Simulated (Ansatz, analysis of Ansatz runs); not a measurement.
# CaSeO3 (P2_1/c), nudged elastic band: V_Ca hop (3.8 Å) (q = −2), part 4 of 4

How high is the barrier when Ca changes place in CaSeO3 (P2_1/c)? The case: V_Ca hop (3.8 Å), charge −2, in a cell of 40 host atoms with 1 Ca taken out.

Ansatz 0.2.0; plane-wave PAW DFT, r2SCAN; nudged elastic band between two relaxed defect structures at fixed charge in a uniform background.

So far, barrier forward (eV): step 4 (nudged elastic band, charge −2) 1.80.

**5. Single point at the top of the path, r2SCAN**

A single point at the top of the band gives the levels near the gap and the populations there.

This step: plane-wave PAW DFT, r2SCAN; single point of a defect supercell on a structure of the r2SCAN path.

Contents of qm2.top.probe/input.yaml:

```yaml
crystal:
  lattice:
    - [6.39837574, 6.79528022, -0.01026838]
    - [-6.39837574, 6.79528022, 0.01026838]
    - [-4.94075515, 0.0, 6.5249436]
  atoms:
    - { symbol: Ca, position: [0.35433373, 0.52189153, 0.13103059] }
    - { symbol: Ca, position: [0.87598238, -0.01607272, 0.13798151] }
    - { symbol: Ca, position: [0.49483997, 0.40455004, 0.75927554] }
[... 6 atom lines left out ...]
    - { symbol: Se, position: [0.39046688, 0.7812065, 0.37896333] }
[... 1 atom line left out ...]
    - { symbol: Se, position: [0.09818929, 0.7318341, 0.61029981] }
    - { symbol: Se, position: [0.60985663, 0.22282302, 0.58071376] }
[... 1 atom line left out ...]
    - { symbol: Se, position: [0.5135122, 0.14384564, 0.12505977] }
[... 3 atom lines left out ...]
    - { symbol: O, position: [0.69522949, 0.21870628, 0.81296784] }
    - { symbol: O, position: [0.40563107, 0.28929751, 0.50207691] }
[... 7 atom lines left out ...]
    - { symbol: O, position: [0.32669963, 0.62261898, 0.49130512] }
[... 1 atom line left out ...]
    - { symbol: O, position: [0.4769645, 0.35133759, 1.04520405] }
[... 1 atom line left out ...]
    - { symbol: O, position: [0.34919615, 0.14807974, 0.93026365] }
[... 2 atom lines left out ...]
    - { symbol: O, position: [0.59929288, 0.69960872, 0.5098459] }
[... 1 atom line left out ...]
    - { symbol: O, position: [0.53525445, 0.64926185, 0.02395069] }
[... 1 atom line left out ...]
    - { symbol: O, position: [0.6440235, 0.88136387, 0.07725422] }
total_charge: -2
basis:
  ecutwfc: 500
  xc_grid: 2
hamiltonian:
  xc: r2scan
kpoints:
  mp_grid: { grid: [1, 1, 1] }
scf:
  occupations: { method: fixed }
  max_iter: 80
output:
  forces: true
  eigenvalues: true
  eigenstates: { localisation: true }
  populations: true
  write_density: true
  write_potential: true
  volumetric_format: npy
  elf: true
checkpoint:
  write: "../qm2.top.probe.run"
  compress: false
  write_wavefunctions: false
  write_every: 100000
```

The run is started by

```console
$ ansatz run input.yaml --threads 4 --pin off --max-ram 7536MiB --backend cpu --events-out ev --progress --plain --runs-dir out
```

Numbers of over 12 decimals in the logs are rounded to 6 here.

Log:

```text
[...]
Crystal: 39 atoms, lattice volume = 566.703 Å³
Basis set: ecut = 500 eV, 14363 PW (Γ), exchange–correlation on 144×144×120 points (8 copies of the dense FFT grid, shifted against one another)
Bands: 211, of which v1, the nominal top of the filled ones, is band 172 counted from 1 (171 counted from 0)
Symmetry: 1 space group operations
[...]
k-points: 1
[...]
SCF iter   1: F=—  HF=-70218.373779 eV  |F-HF|=—  |Δ(HF+E_count)|=         —  Δρ=1.47e-2  dr2=1.39e0  dr2_τ=1.90e0  ethr=1.77e-3  ⟨swp⟩=4.0  Hψ=730  notcnv=0  defer=35
[...]
SCF iter  10: F=-70218.651377 eV  HF=-70218.651377 eV  |F-HF|=2.55e-8  |Δ(HF+E_count)|=   8.77e-8  Δρ=3.82e-6  dr2=9.42e-8  dr2_τ=9.00e-9  ethr=2.91e-11  ⟨swp⟩=17.0  Hψ=1879  notcnv=0
SCF 1 converged in 10 iterations: F = -70218.651377 eV  dr2 = 9.42e-8
[...]
SCF converged after 10 iterations
Free energy (F): -70218.651377 eV
[...]
atom  28  O     -0.00198016     0.01886447    -0.01411033
  [... 1 atom left out ...]
  atom  30  O      0.00512927    -0.00567423     0.00072531
  [... 1 atom left out ...]
  atom  32  O     -0.00027548     0.00217278    -0.00839710
  [... 2 atoms left out ...]
  atom  35  O      0.00211340     0.00098528    -0.00312446
  [... 1 atom left out ...]
  atom  37  O     -0.00002861    -0.00073855    -0.00832637
  [... 2 atoms left out ...]
  max |Σ_I F_I| component: 8.53e-4 eV/Å
--- Band table (eV) ---
[...]
--- Löwdin populations: 39 sites ---
  site symbol       q [e]
     0     Ca      8.3118
     1     Ca      8.3166
     2     Ca      8.2730
  [... 6 atoms left out ...]
     9     Se     14.4251
  [... 4 atoms left out ...]
    14     Se     14.4598
  [... 3 atoms left out ...]
    18      O      6.9655
    19      O      6.9496
  [... 7 atoms left out ...]
    27      O      6.9483
  [... 1 atom left out ...]
    29      O      6.9810
  [... 1 atom left out ...]
    31      O      6.9017
  [... 2 atoms left out ...]
    34      O      6.9604
  [... 1 atom left out ...]
    36      O      6.9326
  [... 2 atoms left out ...]
  spilling = 0.010502 (of n_electrons = 344.000000)
[key lines of the parts left out:]
Fermi energy:    5.764384 eV
```

Wall time 8.1 s (4 threads of Arm Neoverse V2, shared host); peak memory 0.95 GiB.

Numbers from this step:

| Quantity | Value |
| --- | --- |
| free energy | -70218.6514 eV |

From eigenstates.tsv, first k-point; energies on the run's zero. The participation number counts the atoms that a state is spread over, of 39; bands count from 0.

```csv
spin,band,energy (eV),occupation,participation,largest share on,share
both,166,5.049,2.00,14.0,O38,0.15
both,167,5.262,2.00,16.8,O33,0.12
both,168,5.304,2.00,18.7,O28,0.10
both,169,5.447,2.00,14.6,O23,0.12
both,170,5.570,2.00,13.5,O27,0.14
both,171,5.764,2.00,9.4,O16,0.21
both,172,10.272,0.00,17.7,Se15,0.16
both,173,10.661,0.00,19.2,Se12,0.12
both,174,10.770,0.00,16.6,Se10,0.18
both,175,10.931,0.00,21.9,Se14,0.11
both,176,11.050,0.00,21.8,Se13,0.09
```

Under r2SCAN at the zone centre alone, the highest filled state is spread over 9 of 39 atoms, and the lowest empty one, 4.51 eV above it, is spread over 18 of 39 atoms.

Löwdin populations of the atoms near the centre, and their excess over far atoms of the same element, which can also hold differences between inequivalent host sites (the log counts sites from 0):

```
atom  distance from the centre (Å)  electrons  excess
 Ca3                          0.55      8.273  -0.042
 O28                          1.86      6.948  -0.013
 O30                          2.06      6.981   0.020
 O19                          2.78      6.965   0.005
 O20                          2.84      6.950  -0.011
 O32                          2.87      6.902  -0.059
Se15                          2.91     14.460   0.034
Se10                          3.20     14.425  -0.001
```

ELF in the bc plane at fractional x = 0.439, through the centre, with atoms of Se and O within 0.45 Å of it. It is the smooth field of the valence electrons, not physical close to the nuclei.

Ten even steps from '0' (0.01) to '9' (0.86), each cell a mean:
```
04777533799961048975589961
11577521368851037875678996
30256520012220004654576899
51012210255310001222367789
41000000589961000000135666
20000000499994000000035654
41001321169995011000147887
83014776216873133100037999
84015899830221365211004899
52005887982002565333310366
10003786896101454445763011
00000478886100233455797200
55420146764100001355589502
89983013431000000245478614
99998300000000000234567513
79899500000221001455444312
47887400001676301577642100
13566301211699720268863000
12455424662278730025653000
24565557897224411101221000
35676567889710114531111000
25777546888840047863366410
```
Columns run along b (9.3 Å), rows up along c (8.2 Å). Atoms in or near the plane, at fractional coordinates: Se at (0.86, 0.90), Se at (0.78, 0.38), O at (0.29, 0.50), O at (0.07, 0.33), O at (0.35, 0.05).

Electrostatic potential energy in the bc plane at fractional x = 0.439, through the centre, with atoms of Se and O within 0.45 Å of it. With pseudopotentials it is smooth inside the atoms' cores, unlike the true potential.

Ten even steps from '0' (-26 eV) to '9' (12 eV), each cell a mean:
```
99866678732699999887433479
99998888888999999987335447
89999998878899999998435535
89999998654678999999733434
89999998620147899999974335
89999998610015899999998667
99999999740004799999999658
99999999874225799999999746
99999856888767889999999988
99999600389888888877899999
99999810069999998643579999
99999962169999998523347999
98999998789999998524435899
84589999999999999733434799
71049999988888999974224799
93017999987767899997656899
98447999987534689998888999
98656899997521478999999999
97433579998632368999999999
97422257558865578999999999
98632245103888788999999999
99743246200699999898767899
```
Columns run along b (9.3 Å; values clipped at the 3rd and 97th percentile), rows up along c (8.2 Å). Atoms in or near the plane, at fractional coordinates: Se at (0.86, 0.90), Se at (0.78, 0.38), O at (0.29, 0.50), O at (0.07, 0.33), O at (0.35, 0.05).

Valence density in the bc plane at fractional x = 0.439, through the centre, with atoms of Se and O within 0.45 Å of it. It is the smooth field of the valence electrons, not physical close to the nuclei.

Ten steps, logarithmic in the rise over the least value, from '_' (0 e/Å³) to '@' (11 e/Å³), each cell a mean:
```
..::==++++==----==****++::..__..--====--==++++==::..
....::------::..::--==--::____..::------==##@@##==::
..__....::::......::::::..______....::----##@@@@**--
::____________..::--==--..__________....::==##%%**--
..____________..--++****==..____________..::==++==--
..______________::++####**--..____________::--====--
::..______........==**##**==::____________..--++++==
--..____..::--::..::==++++==::::..________..::==++++
--..__..::==++++--::..::::::----::....______..--====
::..__..::++####**--..__....::----::::::........::--
....____::==##%%##++::____..::--------==--::..__....
......__..::++****++::..____....::--++##**==::..__..
::--::......::====--::..________..--++%%@@**==::....
==++++--..__....::::....________..::==##@@##==::..::
==####**--..______........________..--==++++==::..::
--**####==::________..::::::..__..::--------::......
::==++++==::..______..--====::......------::....____
..::======::..........--++++==::....::----::..______
..::--====--::::--::::::==++==--......::::::..______
..::==****++====++++==::::----::..............______
..--==++**++==++####**--::..::::::::::........______
..--==++++======**%%##++::....::--==--::::--::::..__
```
Columns run along b (9.3 Å), rows up along c (8.2 Å). Atoms in or near the plane, at fractional coordinates: Se at (0.86, 0.90), Se at (0.78, 0.38), O at (0.29, 0.50), O at (0.07, 0.33), O at (0.35, 0.05).

The distance between the highest filled and the lowest empty level goes from 4.70 eV at the start to 4.51 eV at the top.

**6. Results**

| Item | Value |
| --- | --- |
| barrier forward | 1.80 eV |
| barrier backward | 1.80 eV |
| end less start | 0.00 eV |
| hop length | 3.71 Å |
| band iterations, as the log counts them | 15 |

In words: The top of the band lies 1.80 eV above the start and 1.80 eV above the end. With an assumed prefactor of 1e13 per second it gives one hop a second along this one path at about 700 K; whether such hops link up through the crystal wasn't checked. At the top Ca3 stands 2.12 Å from its nearest O, 0.15 Å closer than at the start. The order of the top as a saddle was not checked for all atoms, so a bent path could be lower. No image-charge correction is applied; it largely cancels along a path if the charge stays localised alike. What this leaves open: sampling at the zone centre alone can move energies of charged and open-shell states by tenths of an eV or more in cells of this size; periodic copies of the defect are only 8.2 Å apart.

[Logs are printed without paths, hosts, clocks, repeated set-up lines and the standing remarks that a program may print on its own settings, such as how far it seeks lower states.]

[Hosts, paths, dates, database ids (printed as entryN), source tags and the programs' standing remarks are cut or masked in the printed files.]
